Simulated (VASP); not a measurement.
# RbBr (Fm-3m) in VASP: further runs

Runs on RbBr. Level: PBE. Tasks: relaxation of cell and atoms.

Everything below comes from runs of VASP 6.6.1. Logs are shortened: lines on timing, memory, paths and dates and some standing lists are left out, and cuts for length are marked.

### Step 1. Starting point

Symmetry: Fm-3m, No. 225, cubic system. Conventional cell: a = 6.854 Å, b = 6.854 Å, c = 6.854 Å, α = 90.00°, β = 90.00°, γ = 90.00°. Rb (site symmetry m-3m) is surrounded by 6 Br at 3.43 Å. Br (site symmetry m-3m) is surrounded by 6 Rb at 3.43 Å.

### Step 2. Relaxation of cell and atoms, PBE

File INCAR:

```
PREC = Accurate ; ENCUT = 600
EDIFF = 1E-6 ; ISMEAR = 0
SIGMA = 0.03 ; LREAL = F
LASPH = T ; NELM = 80
ALGO = Normal ; ISIF = 3
LWAVE = F ; LCHARG = F
GGA = PE ; IBRION = 2
NSW = 90 ; EDIFFG = -0.01
```

File KPOINTS:

```
regular mesh
0
Gamma
  8 8 8
```

File POSCAR:

```
RbBr
1.0
    0.0000000000      3.4270000000      3.4270000000
    3.4270000000      0.0000000000      3.4270000000
    3.4270000000      3.4270000000      0.0000000000
Rb Br
1 1
Direct
    0.0000000000      0.0000000000      0.0000000000
    0.5000000000      0.5000000000      0.5000000000
```

Potentials or basis: VASP PAW PBE potentials, release 64 (Rb_sv, Br).

Started as:

```console
> cat potpaw_PBE.64/Rb_sv/POTCAR potpaw_PBE.64/Br/POTCAR > POTCAR
> mpirun -np 1 vasp_std > vasp.out
```

OUTCAR:

```text
PREC = Accurate
   ENCUT = 600
   EDIFF = 1E-6
   ISMEAR = 0
   LREAL = F
   LASPH = T
   NELM = 80
   ISIF = 3
   GGA = PE
   IBRION = 2
   NSW = 90
   EDIFFG = -0.01

 ion  position               nearest neighbor table
   1  0.000  0.000  0.000-   2 3.43   2 3.43   2 3.43   2 3.43   2 3.43   2 3.43
   2  0.500  0.500  0.500-   1 3.43   1 3.43   1 3.43   1 3.43   1 3.43   1 3.43

  LATTYP: Found a face centered cubic cell.
 ALAT       =     6.8540000000

  Lattice vectors:

 A1 = (   0.0000000000,   3.4270000000,   3.4270000000)
 A2 = (   3.4270000000,   0.0000000000,   3.4270000000)
 A3 = (   3.4270000000,   3.4270000000,   0.0000000000)

Analysis of symmetry for initial positions (statically):
=====================================================================
 Subroutine PRICEL returns:
 Original cell was already a primitive cell.

 Routine SETGRP: Setting up the symmetry group for a
 face centered cubic supercell.

 Subroutine GETGRP returns: Found 48 space group operations
 (whereof 48 operations were pure point group operations)
 out of a pool of 48 trial point group operations.

The static configuration has the point symmetry O_h .

Analysis of symmetry for dynamics (positions and initial velocities):
=====================================================================
 Subroutine PRICEL returns:
 Original cell was already a primitive cell.

 Routine SETGRP: Setting up the symmetry group for a
 face centered cubic supercell.

 Subroutine GETGRP returns: Found 48 space group operations
 (whereof 48 operations were pure point group operations)
 out of a pool of 48 trial point group operations.

The dynamic configuration has the point symmetry O_h .

 Subroutine INISYM returns: Found 48 space group operations
 (whereof 48 operations are pure point group operations),
 and found     1 'primitive' translations

----------------------------------------------------------------------------------------

                                     Primitive cell

  volume of cell :      80.4956

  direct lattice vectors                    reciprocal lattice vectors
     0.000000000  3.427000000  3.427000000    -0.145900204  0.145900204  0.145900204
     3.427000000  0.000000000  3.427000000     0.145900204 -0.145900204  0.145900204
     3.427000000  3.427000000  0.000000000     0.145900204  0.145900204 -0.145900204

  length of vectors
     4.846509878  4.846509878  4.846509878     0.252706567  0.252706567  0.252706567

  position of ions in fractional coordinates (direct lattice)
     0.000000000  0.000000000  0.000000000
     0.500000000  0.500000000  0.500000000

  ion indices of the primitive-cell ions
   primitive index   ion index
                 1           1
                 2           2

----------------------------------------------------------------------------------------

 KPOINTS: regular mesh

Automatic generation of k-mesh.
 Grid dimensions read from file:
 generate k-points for:    8    8    8

 Generating k-lattice:

  Cartesian coordinates                     Fractional coordinates (reciprocal lattice)
    -0.018237526  0.018237526  0.018237526     0.125000000  0.000000000  0.000000000
     0.018237526 -0.018237526  0.018237526     0.000000000  0.125000000  0.000000000
     0.018237526  0.018237526 -0.018237526     0.000000000  0.000000000  0.125000000

  Length of vectors
     0.031588321  0.031588321  0.031588321

  Shift w.r.t. Gamma in fractional coordinates (k-lattice)
     0.000000000  0.000000000  0.000000000

 Subroutine IBZKPT returns following result:
 ===========================================

 Found     29 irreducible k-points:

 Following reciprocal coordinates:
            Coordinates               Weight
  0.000000  0.000000  0.000000      1.000000
  0.125000  0.000000  0.000000      8.000000
  0.250000  0.000000  0.000000      8.000000
  0.375000  0.000000  0.000000      8.000000
  0.500000  0.000000  0.000000      4.000000
  0.125000  0.125000  0.000000      6.000000
[... 16 lines left out ...]
  0.500000  0.250000  0.125000     48.000000
 -0.375000  0.250000  0.125000     24.000000
 [... further k-points ...]
   k-points           NKPTS =     29   k-points in BZ     NKDIM =     29   number of bands    NBANDS=     12
   number of dos      NEDOS =    301   number of ions     NIONS =      2
   total plane-waves  NPLWV =  64000
   dimension x,y,z NGX =    40 NGY =   40 NGZ =   40
   dimension x,y,z NGXF=    80 NGYF=   80 NGZF=   80
   ions per type =               1   1
   NGX,Y,Z   is equivalent  to a cutoff of  13.72, 13.72, 13.72 a.u.
   NGXF,Y,Z  is equivalent  to a cutoff of  27.44, 27.44, 27.44 a.u.
 SYSTEM =  unknown system
   PREC   = accura    normal or accurate (medium, high low for compatibility)
   ISTART =      0    job   : 0-new  1-cont  2-samecut
   ICHARG =      2    charge: 1-file 2-atom 10-const
   ISPIN  =      1    spin polarized calculation?
   LNONCOLLINEAR =      F non collinear calculations
   LSORBIT =      F    spin-orbit coupling
   LASPH  =      T    aspherical Exc in radial PAW
   ENCUT  =  600.0 eV  44.10 Ry    6.64 a.u.   9.68  9.68  9.68*2*pi/ulx,y,z
   NELM   =     80;   NELMIN=  2; NELMDL= -5     # of ELM steps
   EDIFF  = 0.1E-05   stopping-criterion for ELM
   LREAL  =      F    real-space projection
   EDIFFG = -.1E-01   stopping-criterion for IOM
   NSW    =     90    number of steps for IOM
   IBRION =      2    ionic relax: 0-MD 1-quasi-New 2-CG
   NFREE  =      1    steps in history (QN), initial steepest desc. (CG)
   ISIF   =      3    stress and relaxation
   ISYM   =      2    0-nonsym 1-usesym 2-fastsym
   POTIM  = 0.5000    time-step for ionic-motion
   TEBEG  =    0.0;   TEEND  =   0.0 temperature during run
   PSTRESS=    0.0 pullay stress
   NELECT =      16.0000    total number of electrons
   NUPDOWN=      -1.0000    fix difference up-down
   EMIN   =  10.00;   EMAX   =-10.00  energy-range for DOS
   EFERMI =   0.00;   METHOD = LEGACY
   ISMEAR =     0;   SIGMA  =   0.03  broadening in eV -4-tet -1-fermi 0-gaus
   EFERMI_NEDOS =   21; number of points for ismear=-14 and -15
   IALGO  =     38    algorithm
   IMIX   =      4    mixing-type and parameters
     AMIX     =   0.40;   BMIX     =  1.00
     AMIX_MAG =   1.60;   BMIX_MAG =  1.00
  volume/ion in A,a.u.               =      40.25       271.61
  Fermi-wavevector in a.u.,A,eV,Ry     =   0.955412  1.805467 12.419564  0.912812
  Thomas-Fermi vector in A             =   2.084247
   LORBIT       =      0    0 simple, 1 ext, 2 COOP (PROOUT), +10 PAW based schemes
   GGA     = PE    functional components
   LHFCALC =     F    Hartree Fock is set to
   AEXX    =    0.0000 exact exchange contribution
   IVDW    =     0    specifies the selected vdW correction
   LEPSILON=     F    determine dielectric tensor
   LRPA    =     F    only Hartree local field effects (RPA)
 conjugate gradient relaxation of ions
 non-spin polarized calculation
 Gauss-broadening in eV      SIGMA  =   0.03
  energy-cutoff  :      600.00
  volume of cell :       80.50
 maximum number of plane-waves:      2733
   NGX = 19   NGY = 19   NGZ = 19

--------------------------------------- Ionic step        1  -------------------------------------------

 number of electron      16.0000001 magnetization

 Free energy of the ion-electron system (eV)
  ---------------------------------------------------
  ext. energy  EPLUGINS =         0.00000000
  ---------------------------------------------------
  free energy    TOTEN  =        -6.09725036 eV

  energy without entropy =       -6.09725036  energy(sigma->0) =       -6.09725036

------------------------ aborting loop because EDIFF is reached ----------------------------------------

  FORCE on cell =-STRESS in cart. coord.  units (eV):
  Direction    XX          YY          ZZ          XY          YZ          ZX
  --------------------------------------------------------------------------------------
  -------------------------------------------------------------------------------------
  Total        0.5161012      0.5161012      0.5161012      0.0000000     -0.0000000      0.0000000
  in kB       10.2724279     10.2724279     10.2724279      0.0000000     -0.0000000      0.0000000
  external PRESSURE =      10.2724279 kB  Pullay stress =       0.0000000 kB
[... 93 lines left out ...]
  energy  without entropy=       -6.1122609555  energy(sigma->0) =       -6.11226096

--------------------------------------- Ionic step        4  -------------------------------------------

 number of electron      15.9999999 magnetization

 Free energy of the ion-electron system (eV)
  ---------------------------------------------------
  ext. energy  EPLUGINS =         0.00000000
  ---------------------------------------------------
  free energy    TOTEN  =        -6.11540101 eV

  energy without entropy =       -6.11540101  energy(sigma->0) =       -6.11540101

 E-fermi :  -1.8034     XC(G=0):  -6.9410

 val. band max:       -2.0198809573   @ k =   0.0000   0.0000   0.0000
 cond. band min:       2.1585676835   @ k =   0.0000   0.0000   0.0000
 fundamental gap:      4.1784486408
 Fermi energy:        -1.8034004481

 k-point     1 :       0.0000    0.0000    0.0000
  band No.  band energies     occupation
      1     -26.5991      2.00000
      2     -14.1313      2.00000
      3     -10.6695      2.00000
      4     -10.6695      2.00000
      5     -10.6695      2.00000
      6      -2.0199      2.00000
      7      -2.0199      2.00000
      8      -2.0199      2.00000
      9       2.1586      0.00000
     10       5.2290      0.00000
     11       5.2290      0.00000
     12       5.2290      0.00000
[... 331 lines left out ...]
 k-point    24 :      -0.3750    0.2500    0.1250
  band No.  band energies     occupation
      1     -26.5919      2.00000
      2     -14.1332      2.00000
      3     -10.7203      2.00000
      4     -10.7105      2.00000
      5     -10.6584      2.00000
      6      -2.6968      2.00000
      7      -2.3315      2.00000
      8      -2.3023      2.00000
      9       4.7996      0.00000
     10       5.2247      0.00000
     11       6.5245      0.00000
     12       6.7058      0.00000

 [... further k-points ...]

------------------------ aborting loop because EDIFF is reached ----------------------------------------

  FORCE on cell =-STRESS in cart. coord.  units (eV):
  Direction    XX          YY          ZZ          XY          YZ          ZX
  --------------------------------------------------------------------------------------
  -------------------------------------------------------------------------------------
  Total       -0.0187505     -0.0187505     -0.0187505      0.0000000      0.0000000     -0.0000000
  in kB       -0.3462143     -0.3462143     -0.3462143      0.0000000      0.0000000     -0.0000000
  external PRESSURE =      -0.3462143 kB  Pullay stress =       0.0000000 kB
[... 17 lines left out ...]
  FREE ENERGIE OF THE ION-ELECTRON SYSTEM (eV)
  ---------------------------------------------------
  free  energy   TOTEN  =        -6.1154010101 eV

  energy  without entropy=       -6.1154010101  energy(sigma->0) =       -6.11540101

 reached required accuracy - stopping structural energy minimisation
```

Wall time 48 s (1 thread of Intel Xeon 6975P-C (Granite Rapids), shared host); peak memory 0.27 GiB.

Results:

```
Free energy                            : -6.1154 eV
Relaxed volume                         : 43.39 Å³/atom
Relaxed cell                           : a = 4.969 Å, b = 4.969 Å, c = 4.969 Å, α = 60.00°, β = 60.00°, γ = 60.00°
Space group after relaxing (to 0.05 Å) : Fm-3m (No. 225)
Energy gained by relaxing              : 9.1 meV/atom
Ionic steps                            : 4
Pressure after relaxing                : 0.0 GPa
Band gap on the k mesh                 : 4.18 eV, direct
```

The path:
```csv
step,energy change (eV),largest force (eV/Å),pressure (GPa),volume (Å³)
1,0.0000,0.0000,1.03,80.50
2,-0.0140,0.0000,0.47,83.54
3,-0.0150,0.0000,-0.35,89.38
4,-0.0182,0.0000,-0.03,86.77
```

Final structure:
```
Rb Br
1.0
     0.00000    3.51385    3.51385
     3.51385    0.00000    3.51385
     3.51385    3.51385    0.00000
Rb Br
1 1
Cartesian
  0.0000 0.0000 0.0000
  3.5138 3.5138 3.5138
```

### Step 3. Relaxation of cell and atoms, PBE

This run uses another cell than the first one, of 43.39 Å³/atom, 1.078 times its volume.

File INCAR:

```
PREC = Accurate ; ENCUT = 600
EDIFF = 1E-7 ; ISMEAR = 0
SIGMA = 0.03 ; LREAL = F
LASPH = T ; NELM = 80
ALGO = Normal ; ISIF = 3
LWAVE = F ; LCHARG = F
GGA = PE ; IBRION = 2
NSW = 90 ; EDIFFG = -0.005
```

KPOINTS is that of step 2.

File POSCAR:

```
RbBr                                    
1.0
    0.0000000000      3.5138479304      3.5138479304
    3.5138479304      0.0000000000      3.5138479304
    3.5138479304      3.5138479304     -0.0000000000
  Rb              Br            
     1     1
Direct
     0.0000000000000000    0.0000000000000000    0.0000000000000000
     0.5000000000000000    0.5000000000000000    0.5000000000000000
```

Potentials or basis: VASP PAW PBE potentials, release 64 (Rb_sv, Br).

Started as:

```console
> cat potpaw_PBE.64/Rb_sv/POTCAR potpaw_PBE.64/Br/POTCAR > POTCAR
> mpirun -np 1 vasp_std > vasp.out
```

OUTCAR:

```text
PREC = Accurate
   ENCUT = 600
   EDIFF = 1E-7
   ISMEAR = 0
   LREAL = F
   LASPH = T
   NELM = 80
   ISIF = 3
   GGA = PE
   IBRION = 2
   NSW = 90
   EDIFFG = -0.005

 ion  position               nearest neighbor table
   1  0.000  0.000  0.000-   2 3.51   2 3.51   2 3.51   2 3.51   2 3.51   2 3.51
   2  0.500  0.500  0.500-   1 3.51   1 3.51   1 3.51   1 3.51   1 3.51   1 3.51

  LATTYP: Found a face centered cubic cell.
 ALAT       =     7.0276958608

  Lattice vectors:

 A1 = (   0.0000000000,   3.5138479304,   3.5138479304)
 A2 = (   3.5138479304,   0.0000000000,   3.5138479304)
 A3 = (   3.5138479304,   3.5138479304,   0.0000000000)

Analysis of symmetry for initial positions (statically):
=====================================================================
 Subroutine PRICEL returns:
 Original cell was already a primitive cell.

 Routine SETGRP: Setting up the symmetry group for a
 face centered cubic supercell.

 Subroutine GETGRP returns: Found 48 space group operations
 (whereof 48 operations were pure point group operations)
 out of a pool of 48 trial point group operations.

The static configuration has the point symmetry O_h .

Analysis of symmetry for dynamics (positions and initial velocities):
=====================================================================
 Subroutine PRICEL returns:
 Original cell was already a primitive cell.

 Routine SETGRP: Setting up the symmetry group for a
 face centered cubic supercell.

 Subroutine GETGRP returns: Found 48 space group operations
 (whereof 48 operations were pure point group operations)
 out of a pool of 48 trial point group operations.

The dynamic configuration has the point symmetry O_h .

 Subroutine INISYM returns: Found 48 space group operations
 (whereof 48 operations are pure point group operations),
 and found     1 'primitive' translations

----------------------------------------------------------------------------------------

[... 175 lines left out ...]

--------------------------------------- Ionic step        2  -------------------------------------------

 number of electron      15.9999999 magnetization

 Free energy of the ion-electron system (eV)
  ---------------------------------------------------
  ext. energy  EPLUGINS =         0.00000000
  ---------------------------------------------------
  free energy    TOTEN  =        -6.11547973 eV

  energy without entropy =       -6.11547973  energy(sigma->0) =       -6.11547973

 E-fermi :  -1.7945     XC(G=0):  -6.9454

 val. band max:       -2.0166443028   @ k =   0.0000   0.0000   0.0000
 cond. band min:       2.1647934055   @ k =   0.0000   0.0000   0.0000
 fundamental gap:      4.1814377083
 Fermi energy:        -1.7944653379

 k-point     1 :       0.0000    0.0000    0.0000
  band No.  band energies     occupation
      1     -26.5925      2.00000
      2     -14.1291      2.00000
      3     -10.6631      2.00000
      4     -10.6631      2.00000
      5     -10.6631      2.00000
      6      -2.0166      2.00000
      7      -2.0166      2.00000
      8      -2.0166      2.00000
      9       2.1648      0.00000
     10       5.2333      0.00000
     11       5.2333      0.00000
     12       5.2333      0.00000
[... 331 lines left out ...]
 k-point    24 :      -0.3750    0.2500    0.1250
  band No.  band energies     occupation
      1     -26.5853      2.00000
      2     -14.1312      2.00000
      3     -10.7142      2.00000
      4     -10.7043      2.00000
      5     -10.6520      2.00000
      6      -2.6947      2.00000
      7      -2.3288      2.00000
      8      -2.2997      2.00000
      9       4.8055      0.00000
     10       5.2308      0.00000
     11       6.5331      0.00000
     12       6.7134      0.00000

 [... further k-points ...]

------------------------ aborting loop because EDIFF is reached ----------------------------------------

  FORCE on cell =-STRESS in cart. coord.  units (eV):
  Direction    XX          YY          ZZ          XY          YZ          ZX
  --------------------------------------------------------------------------------------
  -------------------------------------------------------------------------------------
  Total       -0.0087128     -0.0087128     -0.0087128      0.0000000     -0.0000000      0.0000000
  in kB       -0.1610532     -0.1610532     -0.1610532      0.0000000     -0.0000000      0.0000000
  external PRESSURE =      -0.1610532 kB  Pullay stress =       0.0000000 kB

 VOLUME and BASIS-vectors are now :
 -----------------------------------------------------------------------------
  energy-cutoff  :      600.00
  volume of cell :       86.68
      direct lattice vectors                 reciprocal lattice vectors
     0.000000000  3.512547591  3.512547591    -0.142346826  0.142346826  0.142346826
     3.512547591  0.000000000  3.512547591     0.142346826 -0.142346826  0.142346826
     3.512547591  3.512547591  0.000000000     0.142346826  0.142346826 -0.142346826

 POSITION                                       TOTAL-FORCE (eV/Angst)
 -----------------------------------------------------------------------------------
      7.02510      3.51255      3.51255        -0.000000     -0.000000      0.000000
      3.51255      3.51255      3.51255         0.000000      0.000000     -0.000000
 -----------------------------------------------------------------------------------
    total drift:                                0.000000     -0.000000      0.000000

  FREE ENERGIE OF THE ION-ELECTRON SYSTEM (eV)
  ---------------------------------------------------
  free  energy   TOTEN  =        -6.1154797277 eV

  energy  without entropy=       -6.1154797277  energy(sigma->0) =       -6.11547973

 reached required accuracy - stopping structural energy minimisation
```

OSZICAR:

```text
N       E                     dE             d eps       ncg     rms          rms(c)
DAV:   1     0.100190490010E+03    0.10019E+03   -0.70510E+03   696   0.124E+03
DAV:   2     0.955131631109E+00   -0.99235E+02   -0.91302E+02  1012   0.200E+02
DAV:   3    -0.615743364471E+01   -0.71126E+01   -0.70761E+01   884   0.598E+01
[... 15 lines left out ...]
DAV:   3    -0.611547759382E+01    0.22900E-04   -0.75279E-05  1004   0.539E-02    0.692E-03
DAV:   4    -0.611547862101E+01   -0.10272E-05   -0.26057E-06  1028   0.920E-03    0.344E-03
DAV:   5    -0.611547935259E+01   -0.73158E-06   -0.41528E-07  1112   0.439E-03    0.171E-03
DAV:   6    -0.611547970889E+01   -0.35630E-06   -0.55749E-08   556   0.249E-03    0.465E-04
DAV:   7    -0.611547972766E+01   -0.18767E-07   -0.41244E-09   456   0.555E-04
   2 F= -.61154797E+01 E0= -.61154797E+01  d E =-.133821E-04
```

Wall time 28 s (1 thread of Intel Xeon 6975P-C (Granite Rapids), shared host); peak memory 0.27 GiB.

Results:

| Property | Result |
| --- | --- |
| Free energy | -6.1155 eV |
| Relaxed volume | 43.34 Å³/atom |
| Relaxed cell | a = 4.967 Å, b = 4.967 Å, c = 4.967 Å, α = 60.00°, β = 60.00°, γ = 60.00° |
| Space group after relaxing (to 0.05 Å) | Fm-3m (No. 225) |
| Energy gained by relaxing | 0.0 meV/atom |
| Ionic steps | 2 |
| Pressure after relaxing | 0.0 GPa |
| Band gap on the k mesh | 4.18 eV, direct |

Final structure:
```xyz
2
Lattice="0.0000 3.5125 3.5125 3.5125 0.0000 3.5125 3.5125 3.5125 0.0000" Properties=species:S:1:pos:R:3 pbc="T T T"
Rb    7.0251    3.5125    3.5125
Br    3.5125    3.5125    3.5125
```
